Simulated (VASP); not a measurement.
# Re (P6_3/mmc) in VASP: a series of runs

One crystal, Re, is run at these levels: PBEsol; tasks: relaxation of shape and atoms at fixed volume.

All numbers are computed with VASP 6.6.1; they aren't measurements. Logs are shortened: lines on timing, memory, paths and dates and some standing lists are left out, and cuts for length are marked.

**1. Starting point**

Symmetry: P6_3/mmc, No. 194, hexagonal system. Conventional cell: a = 2.748 Å, b = 2.748 Å, c = 4.452 Å, α = 90.00°, β = 90.00°, γ = 120.00°. Re (site symmetry -6m2) is surrounded by 12 Re at 2.73 to 2.75 Å.

**2. Relaxation of shape and atoms at fixed volume, PBEsol (a relaxed cell with its volume scaled by 0.98)**

INCAR reads:

```
PREC     = Accurate       # precision mode
ENCUT    = 600            # plane-wave cutoff, eV
EDIFF    = 1E-7           # SCF threshold, eV
ISMEAR   = 1              # smearing method
SIGMA    = 0.1            # smearing width, eV
LREAL    = False          # projectors in reciprocal space
LASPH    = True           # aspherical terms in the spheres
NELM     = 80             # most SCF steps
ALGO     = Normal         # electronic algorithm
ISIF     = 4              # what is computed and relaxed
LWAVE    = False          # write WAVECAR
LCHARG   = False          # write CHGCAR
GGA      = PS             # functional
IBRION   = 2              # ionic algorithm
NSW      = 40             # ionic steps
EDIFFG   = -0.01          # ionic threshold
```

KPOINTS reads:

```
Automatic mesh
0
Gamma
  15 15 8
```

POSCAR reads:

```
Re                                      
1.0
    2.7297200628      0.0000000000      0.0000000000
   -1.3648600314      2.3640069196     -0.0000000000
   -0.0000000000      0.0000000000      4.4221447311
  Re            
     2
Direct
     0.3333333332999970    0.6666666667000030    0.2500000000000000
     0.6666666667000030    0.3333333332999970    0.7500000000000000
```

Potentials or basis: VASP PAW PBE potentials, release 64 (Re).

The run is started by

```console
$ cat potpaw_PBE.64/Re/POTCAR > POTCAR
$ mpirun -np 1 vasp_std > vasp.out
```

OUTCAR:

```text
PREC = Accurate
   ENCUT = 600
   EDIFF = 1E-7
   ISMEAR = 1
   LREAL = False
   LASPH = True
   NELM = 80
   ISIF = 4
   GGA = PS
   IBRION = 2
   NSW = 40
   EDIFFG = -0.01

 ion  position               nearest neighbor table
   1  0.333  0.667  0.250-   2 2.72   2 2.72   2 2.72   2 2.72   2 2.72   2 2.72
   2  0.667  0.333  0.750-   1 2.72   1 2.72   1 2.72   1 2.72   1 2.72   1 2.72

  LATTYP: Found a hexagonal cell.
 ALAT       =     2.7297200628
 C/A-ratio  =     1.6199993513

  Lattice vectors:

 A1 = (   2.7297200628,   0.0000000000,   0.0000000000)
 A2 = (  -1.3648600314,   2.3640069196,   0.0000000000)
 A3 = (   0.0000000000,   0.0000000000,   4.4221447311)

Analysis of symmetry for initial positions (statically):
=====================================================================
 Subroutine PRICEL returns:
 Original cell was already a primitive cell.

 Routine SETGRP: Setting up the symmetry group for a
 hexagonal supercell.

 Subroutine GETGRP returns: Found 24 space group operations
 (whereof 12 operations were pure point group operations)
 out of a pool of 24 trial point group operations.

The static configuration has the point symmetry D_3d.
 The point group associated with its full space group is D_6h.

Analysis of symmetry for dynamics (positions and initial velocities):
=====================================================================
 Subroutine PRICEL returns:
 Original cell was already a primitive cell.

 Routine SETGRP: Setting up the symmetry group for a
 hexagonal supercell.

 Subroutine GETGRP returns: Found 24 space group operations
 (whereof 12 operations were pure point group operations)
 out of a pool of 24 trial point group operations.

The dynamic configuration has the point symmetry D_3d.
 The point group associated with its full space group is D_6h.

 Subroutine INISYM returns: Found 24 space group operations
 (whereof 12 operations are pure point group operations),
 and found     1 'primitive' translations

----------------------------------------------------------------------------------------

                                     Primitive cell

  volume of cell :      28.5364

  direct lattice vectors                    reciprocal lattice vectors
     2.729720063  0.000000000  0.000000000     0.366337931  0.211505303  0.000000000
    -1.364860031  2.364006920  0.000000000     0.000000000  0.423010606  0.000000000
     0.000000000  0.000000000  4.422144731     0.000000000  0.000000000  0.226134616

  length of vectors
     2.729720063  2.729720063  4.422144731     0.423010606  0.423010606  0.226134616

  position of ions in fractional coordinates (direct lattice)
     0.333333333  0.666666667  0.250000000
     0.666666667  0.333333333  0.750000000

  ion indices of the primitive-cell ions
   primitive index   ion index
                 1           1
                 2           2

----------------------------------------------------------------------------------------

 KPOINTS: Automatic mesh

Automatic generation of k-mesh.
 Grid dimensions read from file:
 generate k-points for:   15   15    8

 Generating k-lattice:

  Cartesian coordinates                     Fractional coordinates (reciprocal lattice)
     0.024422529  0.014100354  0.000000000     0.066666667  0.000000000  0.000000000
     0.000000000  0.028200707  0.000000000     0.000000000  0.066666667  0.000000000
     0.000000000  0.000000000  0.028266827     0.000000000  0.000000000  0.125000000

  Length of vectors
     0.028200707  0.028200707  0.028266827

  Shift w.r.t. Gamma in fractional coordinates (k-lattice)
     0.000000000  0.000000000  0.000000000

 Subroutine IBZKPT returns following result:
 ===========================================

 Found    135 irreducible k-points:

 Following reciprocal coordinates:
            Coordinates               Weight
  0.000000  0.000000  0.000000      1.000000
  0.066667  0.000000  0.000000      6.000000
  0.133333  0.000000  0.000000      6.000000
  0.200000  0.000000  0.000000      6.000000
  0.266667  0.000000  0.000000      6.000000
  0.333333  0.000000  0.000000      6.000000
[... 16 lines left out ...]
  0.333333  0.200000  0.000000     12.000000
  0.400000  0.200000  0.000000      6.000000
 [... further k-points ...]
   k-points           NKPTS =    135   k-points in BZ     NKDIM =    135   number of bands    NBANDS=     11
   number of dos      NEDOS =    301   number of ions     NIONS =      2
   total plane-waves  NPLWV =  20736
   dimension x,y,z NGX =    24 NGY =   24 NGZ =   36
   dimension x,y,z NGXF=    48 NGYF=   48 NGZF=   72
   ions per type =               2
   NGX,Y,Z   is equivalent  to a cutoff of  14.62, 14.62, 13.53 a.u.
   NGXF,Y,Z  is equivalent  to a cutoff of  29.23, 29.23, 27.07 a.u.
 SYSTEM =  unknown system
   PREC   = accura    normal or accurate (medium, high low for compatibility)
   ISTART =      0    job   : 0-new  1-cont  2-samecut
   ICHARG =      2    charge: 1-file 2-atom 10-const
   ISPIN  =      1    spin polarized calculation?
   LNONCOLLINEAR =      F non collinear calculations
   LSORBIT =      F    spin-orbit coupling
   LASPH  =      T    aspherical Exc in radial PAW
   ENCUT  =  600.0 eV  44.10 Ry    6.64 a.u.   5.45  5.45  8.83*2*pi/ulx,y,z
   NELM   =     80;   NELMIN=  2; NELMDL= -5     # of ELM steps
   EDIFF  = 0.1E-06   stopping-criterion for ELM
   LREAL  =      F    real-space projection
   EDIFFG = -.1E-01   stopping-criterion for IOM
   NSW    =     40    number of steps for IOM
   IBRION =      2    ionic relax: 0-MD 1-quasi-New 2-CG
   NFREE  =      1    steps in history (QN), initial steepest desc. (CG)
   ISIF   =      4    stress and relaxation
   ISYM   =      2    0-nonsym 1-usesym 2-fastsym
   POTIM  = 0.5000    time-step for ionic-motion
   TEBEG  =    0.0;   TEEND  =   0.0 temperature during run
   PSTRESS=    0.0 pullay stress
   NELECT =      14.0000    total number of electrons
   NUPDOWN=      -1.0000    fix difference up-down
   EMIN   =  10.00;   EMAX   =-10.00  energy-range for DOS
   EFERMI =   0.00;   METHOD = LEGACY
   ISMEAR =     1;   SIGMA  =   0.10  broadening in eV -4-tet -1-fermi 0-gaus
   EFERMI_NEDOS =   21; number of points for ismear=-14 and -15
   IALGO  =     38    algorithm
   IMIX   =      4    mixing-type and parameters
     AMIX     =   0.40;   BMIX     =  1.00
     AMIX_MAG =   1.60;   BMIX_MAG =  1.00
  volume/ion in A,a.u.               =      14.27        96.29
  Fermi-wavevector in a.u.,A,eV,Ry     =   1.291172  2.439962 22.682629  1.667126
  Thomas-Fermi vector in A             =   2.422959
   LORBIT       =      0    0 simple, 1 ext, 2 COOP (PROOUT), +10 PAW based schemes
   GGA     = PS    functional components
   LHFCALC =     F    Hartree Fock is set to
   AEXX    =    0.0000 exact exchange contribution
   IVDW    =     0    specifies the selected vdW correction
   LEPSILON=     F    determine dielectric tensor
   LRPA    =     F    only Hartree local field effects (RPA)
 conjugate gradient relaxation of ions
 non-spin polarized calculation
 Methfessel and Paxton  Order N= 1 SIGMA  =   0.10
  energy-cutoff  :      600.00
  volume of cell :       28.54
 maximum number of plane-waves:       989
 NGX is ok and might be reduce to    24
   NGX = 11   NGY = 11   NGZ = 17

 number of electron      14.0000001 magnetization

 Free energy of the ion-electron system (eV)
  ---------------------------------------------------
  ext. energy  EPLUGINS =         0.00000000
  ---------------------------------------------------
  free energy    TOTEN  =       -26.72594113 eV

  energy without entropy =      -26.72648335  energy(sigma->0) =      -26.72612187

 E-fermi :   8.0712     XC(G=0): -13.9888

 val. band max:        8.0622951057   @ k =   0.3333   0.1333   0.3750
 cond. band min:       8.0960736223   @ k =   0.1333   0.0667   0.0000
 fundamental gap:      0.0337785166
 Fermi energy:         8.0711538337

 k-point     1 :       0.0000    0.0000    0.0000
  band No.  band energies     occupation
      1      -2.0087      2.00000
      2       1.2260      2.00000
      3       6.3961      2.00000
      4       6.4380      2.00000
      5       6.4380      2.00000
      6       7.3107      2.00000
      7       7.3107      2.00000
      8       8.3165     -0.00284
      9       8.3165     -0.00284
     10       8.7475     -0.00000
     11      11.6153      0.00000

 k-point     2 :       0.0667    0.0000    0.0000
  band No.  band energies     occupation
      1      -1.8191      2.00000
      2       1.4054      2.00000
      3       5.9577      2.00000
      4       6.6131      2.00000
      5       6.8114      2.00000
      6       7.1749      2.00000
      7       7.4767      2.00000
      8       7.8775      2.01954
      9       8.1672     -0.04108
     10       8.3601     -0.00034
     11      11.7179      0.00000

 k-point     3 :       0.1333    0.0000    0.0000
  band No.  band energies     occupation
      1      -1.2750      2.00000
      2       1.8908      2.00000
      3       5.4191      2.00000
      4       6.6477      2.00000
      5       6.7653      2.00000
      6       7.1298      2.00000
      7       7.3383      2.00000
      8       7.7948      2.00066
      9       7.9643      2.06166
     10       8.0582      1.21800
     11      11.9534      0.00000
[... 267 lines left out ...]
 k-point    23 :       0.3333    0.2000    0.0000
  band No.  band energies     occupation
      1       2.7649      2.00000
      2       3.0545      2.00000
      3       3.2115      2.00000
      4       5.0117      2.00000
      5       5.6743      2.00000
      6       6.5339      2.00000
      7       7.5325      2.00000
      8      10.5729      0.00000
      9      11.9942      0.00000
     10      12.0514      0.00000
     11      14.5423      0.00000

 k-point    24 :       0.4000    0.2000    0.0000
  band No.  band energies     occupation
      1       2.6566      2.00000
      2       3.1151      2.00000
      3       3.1507      2.00000
      4       5.3211      2.00000
      5       5.7400      2.00000
      6       6.3369      2.00000
      7       7.7423      2.00003
      8      11.2045      0.00000
      9      11.9656      0.00000
     10      11.9774      0.00000
     11      15.0230      0.00000

 [... further k-points ...]

------------------------ aborting loop because EDIFF is reached ----------------------------------------

  FORCE on cell =-STRESS in cart. coord.  units (eV):
  Direction    XX          YY          ZZ          XY          YZ          ZX
  --------------------------------------------------------------------------------------
  -------------------------------------------------------------------------------------
  Total        1.5166267      1.5166267      1.5238425     -0.0000000     -0.0000000      0.0000000
  in kB       85.1509425     85.1509425     85.5560768     -0.0000000     -0.0000000      0.0000000
  external PRESSURE =      85.2859873 kB  Pullay stress =       0.0000000 kB

 VOLUME and BASIS-vectors are now :
 -----------------------------------------------------------------------------
  energy-cutoff  :      600.00
  volume of cell :       28.54
      direct lattice vectors                 reciprocal lattice vectors
     2.729720063  0.000000000  0.000000000     0.366337931  0.211505303  0.000000000
    -1.364860031  2.364006920  0.000000000     0.000000000  0.423010606  0.000000000
     0.000000000  0.000000000  4.422144731     0.000000000  0.000000000  0.226134616

 POSITION                                       TOTAL-FORCE (eV/Angst)
 -----------------------------------------------------------------------------------
     -0.00000      1.57600      1.10554         0.000000     -0.000000      0.000000
      1.36486      0.78800      3.31661        -0.000000      0.000000      0.000000
 -----------------------------------------------------------------------------------
    total drift:                               -0.000000      0.000000     -0.000000

  FREE ENERGIE OF THE ION-ELECTRON SYSTEM (eV)
  ---------------------------------------------------
  free  energy   TOTEN  =       -26.7259411309 eV

  energy  without entropy=      -26.7264833496  energy(sigma->0) =      -26.72612187

 reached required accuracy - stopping structural energy minimisation
```

Run time: 21 s. Hardware: 1 thread of Intel Xeon 6975P-C (Granite Rapids), shared host; peak memory 0.19 GiB.

Results:

```yaml
Free_energy: -26.7259 eV
Pressure_after_relaxing: 8.5 GPa
Band_gap_on_the_k_mesh: none (metal or under the smearing width)
```

Final structure:
```
Re
1.0
     2.72972    0.00000    0.00000
    -1.36486    2.36401    0.00000
     0.00000    0.00000    4.42214
Re
2
Direct
  0.33333 0.66667 0.25000
  0.66667 0.33333 0.75000
```

Caveat: the relaxation stopped at its first step, so nothing moved; the PAW data sets were made with another functional, which shifts forces and pressure a little.

[end of part 1 of 2]
